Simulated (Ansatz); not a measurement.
# Ti: the cost of one run

Computed with Ansatz 0.2.0 (DFT PBE, scalar-relativistic, plane waves, PAW, unless a step's input says otherwise).

2 further runs of the same task are left out: 1 that didn't finish, 1 set aside as unsound or not needed.

### Step 1. The starting structure

Symmetry: P6_3/mmc, No. 194, hexagonal system. The conventional cell has a = 2.939 Å, b = 2.939 Å, c = 4.650 Å, α = 90.00°, β = 90.00°, γ = 120.00°. Ti (site symmetry -6m2) has 12 Ti at 2.88 to 2.94 Å in its first shell of neighbours.

Coordinates:

```cif
data_structure
_symmetry_space_group_name_H-M 'P 1'
_symmetry_Int_Tables_number 1
_cell_length_a 2.9386
_cell_length_b 2.9386
_cell_length_c 4.6504
_cell_angle_alpha 90.000
_cell_angle_beta 90.000
_cell_angle_gamma 120.000
_cell_volume 34.78
loop_
_atom_site_label
_atom_site_type_symbol
_atom_site_fract_x
_atom_site_fract_y
_atom_site_fract_z
_atom_site_occupancy
Ti1 Ti 0.33333 0.66667 0.25000 1
Ti2 Ti 0.66667 0.33333 0.75000 1
```

This cell was relaxed beforehand with the same method: volume 17.39 Å³/atom, gap on the mesh none (metal).

### Step 2. Next: the [001] wire, 4 host atoms a period

The wire is cut from the relaxed crystal, periodic along c with vacuum across. Atoms and period relax; energies count from the bulk, -2499.6672 eV an atom.

The cell holds 4 Ti: a = 11.900 Å, b = 11.800 Å, c = 4.650 Å, α = 90.00°, β = 90.00°, γ = 90.00°.

### Step 3. The relaxation run

Pressure and volume refer to the whole cell with its vacuum; only the period along c may change.

Contents of input.yaml:

```yaml
crystal:
  lattice:
    - [11.9, 0.0, 0.0]
    - [0.0, 11.8, 0.0]
    - [0.0, 0.0, 4.6504271811]
  atoms:
    - { symbol: Ti, position: [0.5, 0.4640552718, 0.25] }
    - { symbol: Ti, position: [0.3765301636, 0.3921658155, 0.75] }
    - { symbol: Ti, position: [0.6234698364, 0.3921658155, 0.75] }
    - { symbol: Ti, position: [0.5, 0.6078341845, 0.75] }
basis:
  ecutwfc: 420
kpoints:
  mp_grid: { grid: [1, 1, 12] }
hamiltonian:
  xc: pbe
scf:
  occupations: { method: gaussian, width: 0.05 }
output:
  forces: true
  stress: true
  eigenvalues: true
  populations: true
  write_density: true
  write_potential: true
  elf: true
  volumetric_format: npy
relax:
  adjacent_minimum: "off"
  f_tol: 0.02
  max_steps: 45
  cell: { fix: [a, b, alpha, beta, gamma], stress_tol: 0.03 }
```

On the command line:

```console
$ ansatz run input.yaml --threads 4 --pin off --max-ram 11264MiB --backend cpu --events-out ev --progress --plain --runs-dir out
```

**Question.** How long does this run take on 4 threads of AMD EPYC, shared host, and how much memory does it need?

About 2.5 min, with a peak of 0.96 GiB.
